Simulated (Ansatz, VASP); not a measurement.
# GaN in two plane-wave programs, part 2 of 2

Wanted: the spread between two codes on one cell, functional and k mesh. Of the first pair: The cell is taken from a series of runs on this material, whose earlier steps may have relaxed, scaled, displaced or heated it; both programs get it as it stands.

VASP 6.6.1 and Ansatz 0.2.0.

So far: The starting structure; VASP: relaxation of cell and atoms, PBEsol; Ansatz: relaxation of cell and atoms, PBEsol; Comparison.

### Step 5. Ansatz: relaxation, PBEsol

Level of this step: Ansatz beside VASP: Kohn-Sham DFT, plane waves, PBEsol (Ansatz).

This run makes the geometry at which the two programs are then compared.

The structure compared here is the end of the Ansatz relaxation.

Input file input.yaml:

```yaml
crystal:
  lattice:
    - [3.198572295, 0.0, 0.0]
    - [-1.5992861475, 2.7700448633, 0.0]
    - [0.0, 0.0, 5.0818929]
  atoms:
    - { symbol: Ga, position: [0.3333333, 0.6666667, 0.0002586] }
    - { symbol: Ga, position: [0.6666667, 0.3333333, 0.5002586] }
    - { symbol: "N", position: [0.6666667, 0.3333333, 0.1236486] }
    - { symbol: "N", position: [0.3333333, 0.6666667, 0.6236486] }
kpoints:
  mp_grid: { grid: [10, 10, 6] }
scf:
  occupations: { method: fermi_dirac, width: 0.02 }
hamiltonian:
  xc: pbesol
  pseudopotentials: { kind: paw, azcp: { folder: soft_1 }, xc_functional: pbe }
basis:
  ecutwfc: 600
output:
  forces: true
  stress: true
relax:
  f_tol: 0.005
  max_steps: 70
  cell: { stress_tol: 0.02, p_target: 0, fix: [c, alpha, beta, gamma] }
```

The run is started by

```sh
> ansatz run input.yaml --threads 4 --pin off --max-ram 10240MiB --backend cpu --events-out ev --progress --plain --runs-dir out
```

Numbers of over 12 decimals in the logs are rounded to 6 here.

The program printed:

```text
[...]
--- Relaxed structure (4 steps of the walk, 4 accepted, 1 SCFs on fresh bases) ---
[...]
cell:  # Å, volume = 44.9567 Å³
    - [3.196092, -1.2028308625455076e-19, 0]
    - [-1.598046, 2.767897, 0]
    - [0, 0, 5.0818929]
  atoms:
    - { symbol: Ga, position: [0.333333, 0.666667, 0.00245848] }
    - { symbol: Ga, position: [0.666667, 0.333333, 0.502458] }
    - { symbol: N, position: [0.666667, 0.333333, 0.121449] }
    - { symbol: N, position: [0.333333, 0.666667, 0.621449] }
[key lines of the parts left out:]
SCF converged after 6 iterations
Free energy (F): -8245.689345 eV
Fermi energy:    10.808627 eV
P = ⅓ Tr σ = 2.2790 GPa (22.790 kbar)
```

### Step 6. VASP: single point, PBEsol, pair 2

The same cell, functional, mesh and smearing now go to VASP, with its own data sets.

Input file INCAR:

```
SYSTEM = GaN
PREC = Accurate
ENCUT = 600
EDIFF = 1E-06
NELM = 120
ISMEAR = -1
SIGMA = 0.02
LREAL = .FALSE.
ALGO = Normal
GGA = PS
NBANDS = 24
LORBIT = 11
LWAVE = .FALSE.
LCHARG = .FALSE.
ISIF = 2
LASPH = .TRUE.
GGA_COMPAT = .FALSE.
EFERMI = MIDGAP
KPAR = 2
```

Input file POSCAR:

```
GaN
1.0
    3.1960920553      0.0000000000      0.0000000000
   -1.5980460277      2.7678969127      0.0000000000
    0.0000000000      0.0000000000      5.0818929000
Ga N
2 2
Direct
    0.3333333334      0.6666666666      0.0024584800
    0.6666666666      0.3333333334      0.5024584800
    0.6666666669      0.3333333331      0.1214487200
    0.3333333331      0.6666666669      0.6214487200
```

Input file KPOINTS:

```
Automatic mesh
0
Gamma
10 10 6
0 0 0
```

The projector-augmented-wave data sets are Ga_d and N (PBE family, release 64).

The run is started by

```sh
> mpirun -np 2 vasp_std
```

The program printed:

```text
[banner, memory and clock lines left out]
running    2 mpi-ranks, on    1 nodes
[...]
[... a notice as in an earlier step ...]

 LDA part: xc-table for (Slater+PW92), standard interpolation
 POSCAR, INCAR and KPOINTS ok, starting setup
[...]
entering main loop
       N       E                     dE             d eps       ncg     rms          rms(c)
DAV:   1     0.288366839039E+03    0.28837E+03   -0.19657E+04  2856   0.305E+03
DAV:   2     0.501823571696E+01   -0.28335E+03   -0.27028E+03  3032   0.555E+02
DAV:   3    -0.288232792566E+02   -0.33842E+02   -0.33515E+02  3160   0.153E+02
DAV:   4    -0.299223900035E+02   -0.10991E+01   -0.10971E+01  3424   0.310E+01
[...]
DAV:  12    -0.262526318330E+02   -0.10329E-04   -0.10691E-04  2920   0.784E-02    0.170E-02
DAV:  13    -0.262526305341E+02    0.12989E-05   -0.80700E-06  3360   0.488E-02    0.252E-03
DAV:  14    -0.262526307877E+02   -0.25360E-06   -0.21817E-06  2584   0.130E-02
   1 F= -.26252631E+02 E0= -.26252631E+02  d E =-.215198E-23
```

Parts of OUTCAR (step 6):

```text
  Total       -0.1215256     -0.1215256      1.8321518      0.0000000     -0.0000000      0.0000000
  in kB       -4.3309546     -4.3309546     65.2946105      0.0000000     -0.0000000      0.0000000
  external PRESSURE =      18.8775671 kB  Pullay stress =       0.0000000 kB

 POSITION                                       TOTAL-FORCE (eV/Angst)
 -----------------------------------------------------------------------------------
      0.00000      1.84526      0.01249        -0.000000     -0.000000     -0.001904
      1.59805      0.92263      2.55344        -0.000000      0.000000     -0.001904
      1.59805      0.92263      0.61719        -0.000000      0.000000      0.001904
     -0.00000      1.84526      3.15814         0.000000     -0.000000      0.001904
 -----------------------------------------------------------------------------------
    total drift:                                0.000000      0.000000     -0.000514

  FREE ENERGIE OF THE ION-ELECTRON SYSTEM (eV)
  ---------------------------------------------------
  free  energy   TOTEN  =       -26.2526307877 eV

  energy  without entropy=      -26.2526307877  energy(sigma->0) =      -26.25263079

[... 1 part as in an earlier step ...]

[... 2 further parts left out ...]
[key lines of the parts left out:]
E-fermi :   6.3913
```

The run ends at a pressure of 1.89 GPa, with forces up to 0.0019 eV/Å.

### Step 7. Differences

What differs besides the data sets and the points named for the pairs above, as far as they apply: Ansatz's pressure holds a Pulay correction, VASP's none. Total energies have different zeros and are not compared.

Compared:

```csv
quantity,Ansatz,VASP,difference
pressure (GPa),2.28,1.89,+0.39
gap on the k mesh (eV),1.936,1.951,-0.015
```

At this near-relaxed geometry the largest component of a force difference is 2 meV/Å. A gap on the mesh is an upper bound, since the band edges may lie between its points.

### Step 8. Ansatz: relaxation, PBEsol

This run makes the geometry at which the two programs are then compared. The cell compared in this pair holds 44.70 Å³, against 44.96 Å³ for the pair before.

The structure compared here is the end of the Ansatz relaxation.

Edit input.yaml of step 5 so:

```diff
@@ -2,5 +2,5 @@
   lattice:
-    - [3.198572295, 0.0, 0.0]
-    - [-1.5992861475, 2.7700448633, 0.0]
-    - [0.0, 0.0, 5.0818929]
+    - [3.2065289425, 0.0, 0.0]
+    - [-1.6032644712, 2.7769355222, 0.0]
+    - [0.0, 0.0, 5.03003685]
   atoms:
```

The run is started by

```sh
> ansatz run input.yaml --threads 4 --pin off --max-ram 10240MiB --backend cpu --events-out ev --progress --plain --runs-dir out
```

The program printed:

```text
[...]
Crystal: 4 atoms, lattice volume = 44.789 Å³
Basis set: ecut = 600 eV, 1485 PW (Γ), exchange–correlation on 54×54×90 points (8 copies of the dense FFT grid, shifted against one another)
Bands: 22, of which v1, the nominal top of the filled ones, is band 18 counted from 1 (17 counted from 0)
Symmetry: 4 space group operations
k-points: 124 of 600 (time reversal used)
[...]
--- Relaxed structure (4 steps of the walk, 4 accepted, 1 SCFs on fresh bases) ---
[...]
cell:  # Å, volume = 44.7008 Å³
    - [3.203367, -2.8839124876967317e-11, 0]
    - [-1.601684, 2.774197, 0]
    - [0, 0, 5.03003685]
  atoms:
    - { symbol: Ga, position: [0.333333, 0.666667, 0.00374126] }
    - { symbol: Ga, position: [0.666667, 0.333333, 0.503741] }
    - { symbol: N, position: [0.666667, 0.333333, 0.120166] }
    - { symbol: N, position: [0.333333, 0.666667, 0.620166] }
[key lines of the parts left out:]
SCF converged after 5 iterations
Free energy (F): -8245.664801 eV
Fermi energy:    10.942605 eV
P = ⅓ Tr σ = 3.4068 GPa (34.068 kbar)
```

### Step 9. VASP: single point, PBEsol, pair 3

The same cell, functional, mesh and smearing now go to VASP, with its own data sets.

INCAR is that of step 6.

Input file POSCAR:

```
GaN
1.0
    3.2033672599      0.0000000000      0.0000000000
   -1.6016836299      2.7741974248      0.0000000000
    0.0000000000      0.0000000000      5.0300368500
Ga N
2 2
Direct
    0.3333333333      0.6666666667      0.0037412591
    0.6666666667      0.3333333333      0.5037412591
    0.6666666666      0.3333333334      0.1201659409
    0.3333333334      0.6666666666      0.6201659409
```

KPOINTS is that of step 6.

The run is started by

```sh
> mpirun -np 2 vasp_std
```

The program printed:

```text
[... set-up lines as in an earlier step ...]
 entering main loop
       N       E                     dE             d eps       ncg     rms          rms(c)
DAV:   1     0.285924788530E+03    0.28592E+03   -0.19567E+04  2928   0.306E+03
DAV:   2     0.570774346083E+01   -0.28022E+03   -0.26737E+03  2952   0.554E+02
DAV:   3    -0.287393245703E+02   -0.34447E+02   -0.34129E+02  3120   0.153E+02
DAV:   4    -0.299245116672E+02   -0.11852E+01   -0.11829E+01  3528   0.313E+01
[...]
DAV:  12    -0.262280253996E+02   -0.96030E-05   -0.10171E-04  2952   0.762E-02    0.150E-02
DAV:  13    -0.262280243215E+02    0.10782E-05   -0.61691E-06  3320   0.435E-02    0.120E-03
DAV:  14    -0.262280245050E+02   -0.18347E-06   -0.18488E-06  2440   0.116E-02
   1 F= -.26228025E+02 E0= -.26228025E+02  d E =-.216477E-23
```

OUTCAR, selected parts (step 9):

```text
  Total       -0.1201770     -0.1201770      2.7615721     -0.0000000      0.0000000      0.0000000
  in kB       -4.3074161     -4.3074161     98.9809689     -0.0000000      0.0000000      0.0000000
  external PRESSURE =      30.1220456 kB  Pullay stress =       0.0000000 kB

 POSITION                                       TOTAL-FORCE (eV/Angst)
 -----------------------------------------------------------------------------------
     -0.00000      1.84946      0.01882         0.000000      0.000000     -0.004614
      1.60168      0.92473      2.53384        -0.000000      0.000000     -0.004614
      1.60168      0.92473      0.60444        -0.000000      0.000000      0.004614
      0.00000      1.84946      3.11946         0.000000      0.000000      0.004614
 -----------------------------------------------------------------------------------
    total drift:                               -0.000000      0.000000     -0.000983

  FREE ENERGIE OF THE ION-ELECTRON SYSTEM (eV)
  ---------------------------------------------------
  free  energy   TOTEN  =       -26.2280245050 eV

  energy  without entropy=      -26.2280245050  energy(sigma->0) =      -26.22802450

[... 1 part as in an earlier step ...]

[... 2 further parts left out ...]
[key lines of the parts left out:]
E-fermi :   6.5009
```

The run ends at a pressure of 3.01 GPa, with forces up to 0.0046 eV/Å.

### Step 10. Differences

The two programs side by side:

```csv
quantity,Ansatz,VASP,difference
pressure (GPa),3.41,3.01,+0.39
gap on the k mesh (eV),1.936,1.950,-0.015
```

At this near-relaxed geometry the largest component of a force difference is 4 meV/Å. A gap on the mesh is an upper bound, since the band edges may lie between its points.

### Step 11. Summary of results

| Quantity | Value |
| --- | --- |
| difference in volume (relaxation of cell and atoms, PBEsol) | 0.22 % |
| difference in gap on the k mesh (single point, PBEsol, pair 2) | -0.015 eV |
| difference in gap on the k mesh (single point, PBEsol, pair 3) | -0.015 eV |

In words: The difference in gap on the k mesh is -0.015 eV (single point, PBEsol, pair 2), within the 0.08 eV picked in this series as the mark of a large difference. 4 further runs of this series are not shown here. How closely two codes agree says nothing of how well the functional describes the real material.

[Lines on the potential files, build, host, timing and source positions are cut from VASP's logs without a mark.]

[Logs are printed without paths, hosts, clocks, repeated set-up lines and the standing remarks that a program may print on its own settings, such as how far it seeks lower states.]

[Hosts, paths, dates, database ids (printed as entryN), source tags and the programs' standing remarks are cut or masked in the printed files.]
